In a solid as stiff as stishovite, the dense form of SiO2 with six oxygen neighbours around each silicon, one percent of volume is worth about 3 GPa of pressure. The figure is the relative volume change times the bulk modulus, which is roughly 300 GPa as usually quoted. The same percent is only a third of a percent in length if all edges change alike. A cell that looks good by its edges can therefore still be off by several GPa. The choice of functional, the approximation for the exchange and correlation energy of the electrons, matters here on just this scale.

VASP 6.6.1 plane-wave DFT with PAW potentials for stishovite (SiO2, P4_2/mnm, 6-atom cell), with cell and atomic positions relaxed for each functional. All runs use a 600 eV cutoff, an 8 × 8 × 10 k-point mesh and Gaussian smearing of 0.03 eV, without spin polarisation or dispersion correction. Volume changes are relative to the common starting cell.

```
functional                            potentials  volume change (%)  relaxed length a (Å)  relaxed length c (Å)
       LDA  VASP-PAW-LDA-potentials,-recommended             -1.090                 4.154               2.66520
       PBE  VASP-PAW-PBE-potentials,-recommended              3.690                 4.231               2.69340
    PBEsol  VASP-PAW-PBE-potentials,-recommended              1.370                 4.192               2.68270
      RPBE  VASP-PAW-PBE-potentials,-recommended              5.630                 4.265               2.70010
    r2SCAN  VASP-PAW-PBE-potentials,-recommended              0.470                 4.181               2.67220
```

The volume change is counted from one common starting cell, with a = b = 4.177 Å and c = 2.665 Å; the lengths are those after relaxation. LDA shrinks this cell and the other four functionals expand it, in the order r2SCAN, PBEsol, PBE, RPBE. The whole span is 6.7 percentage points of volume, or about 20 GPa by the rule above. Stress left over after relaxation shifts the volumes by at most about 0.04 %, so the order is not a matter of unfinished relaxation. That figure does not include the bias of the finite plane-wave basis, which stays fixed while the cell changes and is expected to make all the cells slightly too small; the 600 eV cutoff was not varied to measure it. The rows are also a selection, from which failed runs and runs that met a known fault of the program, among others, were left out, so any ranking here holds only among these five functionals.

The starting cell is entry 9001683 of the Crystallography Open Database and lies close to the measured lattice as commonly known. It still serves as a yardstick rather than an exact target, because a static calculation need not reproduce a measured cell to the last fraction of a percent. Misses of several percent, as with PBE and RPBE, can be taken as real overexpansion, which is also the usual behaviour of these two functionals in solids. Misses of about one percent need more care, for a reason given below.

The order follows from how each functional treats an uneven electron density. LDA takes the energy at each point from a uniform electron gas of the same density and usually binds atoms too tightly. The gradient-corrected functionals PBEsol, PBE and RPBE add an exchange energy that favours density varying quickly in space. When the crystal expands, the density between the ions thins out and varies more strongly relative to its own value, so this term favours the larger cell. It acts as an outward push, and the push grows with the strength of the gradient dependence. The gradient term in the correlation energy is expected to pull the other way, but more weakly.

Two steps in the table separate this effect rather well. PBEsol has the form of PBE with weaker gradient terms, in correlation as well as in exchange, and its volume is 2.3 percentage points smaller. PBE and RPBE share the correlation energy, the atomic datasets and the exchange for slowly varying density. They differ only in how fast exchange grows at larger gradients, and that alone adds another 1.9 points. The step from LDA to PBEsol is of similar size, but there the atomic datasets change as well, and no run tells the two contributions apart.

r2SCAN also uses the kinetic-energy density of the electrons, which helps it to distinguish a covalent bond from a weak overlap of closed shells. It need not apply one compromise to every kind of bonding, and it is often accurate for lattice constants. Here it gives the volume closest to the start, 0.5 % above it. That the added ingredient is the cause is an argument from the construction of the functional; the table shows only the result.

The push can be put into GPa with the picture of a spring in a vice. A spring squeezed by a length x against a final force F stores the energy Fx/2. In the same way, a crystal squeezed by a volume ΔV against a final pressure p stores pΔV/2. Each functional releases an energy ΔE when the cell relaxes from the common start, so the pressure that would hold the cell at its starting volume is

p = 2 ΔE / ΔV

For PBE, the relaxation gives ΔE = 0.0549 eV per cell, while the volume grows from 46.51 to 48.23 Å³. With 1 eV/Å³ equal to about 160 GPa,

p = 2 × 0.0549 eV / 1.72 Å³ = 0.064 eV/Å³ ≈ 10 GPa

A PBE cell held at the starting volume thus behaves as if it were under 10 GPa. This is about the pressure at which stishovite becomes the stable form of SiO2, so a pressure read off from the volume would be wrong by as much as the pressures of interest. The error of the transition pressure itself is another matter, since it also depends on the energy of the competing phase.

The other functionals come out at about 15 GPa for RPBE, 5 GPa for PBEsol and 2 GPa for r2SCAN, while LDA would need a pull of about 4 GPa. The simple rule of 3 GPa per percent gives the same values to within about 30 %. The spring picture has its limits, because a spring has only one length. A crystal also releases energy by changing its shape and shifting its oxygen atoms, which makes the estimate too large and matters most where the volume hardly changes, as with r2SCAN. A real crystal also softens as it expands, so a constant stiffness is least suitable for RPBE.

The crystal does not yield equally in all directions. From LDA to RPBE the edge a grows by 2.7 % and c by only 1.3 %. Along c the SiO6 octahedra share edges, and neighbouring silicon ions face each other at a distance equal to c itself. Such a chain is hard to stretch or compress, and stishovite is known to be stiffer in this direction. The rule to carry to a related oxide is that the functional sets the push and the stiffness sets the response, so the same push moves a softer solid, or a softer direction, further.

This picture of a uniform push is consistent with the whole span but not with each step. From LDA to PBEsol the two edges grow more evenly, by 0.9 % and 0.7 %. From r2SCAN to PBEsol, c even grows more than a, by 0.4 % against 0.3 %. The functionals therefore differ slightly in the preferred shape of the cell as well as in its size, and the table does not reveal why.

For a structure with edges good to 1 %, LDA, PBEsol and r2SCAN all serve, judged against the starting cell. PBE misses this mark narrowly and RPBE clearly. If the tolerance is 0.5 %, only r2SCAN remains. That last distinction should not be pressed, because these are static cells without zero-point motion or heat. Both would expand the lattice, by perhaps half a percent to one percent in volume as a rough guide, which would bring LDA nearer to the start and move the other four further above it.

For work that depends on pressure or strain, the more costly mistake is to mix levels. Suppose a cell relaxed with PBE is passed on, unchanged, to a calculation with PBEsol. The volume is then 2.3 percentage points too large for the second functional, and the crystal sits under a tension of about 2.3 × 3 ≈ 7 GPa. Stresses, elastic constants and vibrations would all carry this hidden load. The cell should be relaxed again with the functional that is used for the property.

A good cell does not guarantee a good electronic structure. The band gap, the energy between the highest filled and the lowest empty state, falls from 5.8 eV with LDA to 4.8 eV with RPBE as the cell grows, though functional and volume change together here and no run separates their shares. r2SCAN breaks this pattern: its volume lies between those of LDA and PBEsol, yet its gap of 6.5 eV is wider than both. Volume alone cannot account for that. The likely reason is that r2SCAN, through the kinetic-energy density, acts on each orbital differently, which usually widens gaps. Functionals of all these kinds tend to give gaps that are too small, so where the gap itself is wanted, a hybrid functional or a many-body method on top of the relaxed cell is the usual next step.

Cost gives little reason to accept a poor volume. PBEsol, PBE and RPBE need practically the same work per electronic iteration. In total, the relaxations took between 30 iterations with LDA and 54 with RPBE, and among the functionals other than r2SCAN the number rises with the energy to be released. r2SCAN needed 48 although it started closest to its own minimum, 19 of them in the first step against 12 or 13 for the others. Each of its iterations is also expected to be heavier because of the kinetic-energy density, though the outputs give no timings. LDA and PBEsol are thus the economical choices for the cell, each within about 1.4 % of the starting volume. r2SCAN comes closest to it at what should be a moderate extra cost, but zero-point motion and heat, at the rough size given above, would be expected to hand that lead to LDA. The lead over PBEsol should remain, since both cells would expand by about the same amount. The clearer gain of r2SCAN here is the wider gap from the same run.
